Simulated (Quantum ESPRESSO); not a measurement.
**ZnS (Wurtzite-4H) under changes of volume**

One of the cells (19.805 Å³/atom); the others are scaled copies at fixed shape and fractional positions:

```
Zn S
1.0
     3.82270    0.00000    0.00000
    -1.91135    3.31056    0.00000
     0.00000    0.00000   12.52000
Zn S
4 4
Direct
  0.66667 0.33333 0.75000
  0.33333 0.66667 0.25000
  0.00000 0.00000 0.50000
  0.00000 0.00000 0.00000
  0.66667 0.33333 0.93750
  0.33333 0.66667 0.43750
  0.00000 0.00000 0.68750
  0.00000 0.00000 0.18750
```

```yaml
Program: Quantum ESPRESSO 7.5
Functional: PBEsol
Potentials_or_basis: GBRV 1.5 PBEsol
Cutoff: 762 eV
Density_cutoff: 6095 eV
k_mesh: 6 × 6 × 2
Occupations: fermi-dirac, width 0.05 eV
Spin: no spin polarisation
```

```csv
volume (Å³/atom),energy over the lowest point (meV/atom),pressure (GPa),gap on the mesh (eV)
18.617,5.06,2.7,2.26
19.013,0.39,0.9,2.16
19.409,0.00,-0.7,2.07
19.805,3.42,-2.2,1.99
20.202,10.27,-3.5,1.90
20.598,20.16,-4.6,1.82
20.994,?,?,?
```

**Question.** What does the run at 20.994 Å³/atom give?

**Answer.** Energy over the lowest point 32.79 meV/atom; pressure -5.6 GPa; gap on the mesh 1.74 eV.

Worked out: A Birch-Murnaghan fit of order 3 (a polynomial in V^(-2/3)) to the other rows has its minimum at 19.25 Å³/atom with B0 = V·E''(V) = 78 GPa and B' = 4.5 at fixed shape and positions, which overstates the stiffness. It gives 32.77 meV/atom at 20.994 Å³/atom, against the run's 32.79, and -dE/dV = -5.6 GPa, against -5.6. A straight line through the other rows of the gap, of slope -4.32 eV per unit of ln V (its deformation potential), extrapolates to 1.74 eV, against the run's 1.74.

Energies are extrapolated to zero smearing.
